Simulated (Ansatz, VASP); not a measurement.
Tl: VASP beside Ansatz

```
Tl
1.0
    -1.72870    1.72870    2.59704
     1.72870   -1.72870    2.59704
     1.72870    1.72870   -2.59704
Tl
1
Cartesian
  0.0000 0.0000 0.0000
```

Alike in both runs: functional PBE; k mesh 22 × 22 × 22; occupations gaussian, width 0.1 eV; no spin polarisation.

Ansatz relaxed the structure, and its values are those at the end. VASP's run is a single point on that final structure, the one shown.

|  | VASP | Ansatz |
| --- | --- | --- |
| version | VASP 6.6.1 | Ansatz 0.2.0 |
| potentials or method | VASP PAW PBE potentials, release 64 (Tl_d) | scalar-relativistic, plane waves, PAW |
| plane-wave cutoff (eV) | 520 | 420 |
| valence electrons in the cell | 13 | 13 |

|  | VASP | Ansatz | Ansatz less VASP |
| --- | --- | --- | --- |
| gap on the k mesh at the Fermi level (eV) | none | none | - |
| pressure (GPa) | 0.0 | 0.0 | +0.06 |

A gap of «none» marks a metal or a gap that the smearing closes.

Spin-orbit coupling is left out, which matters for the levels of Tl.
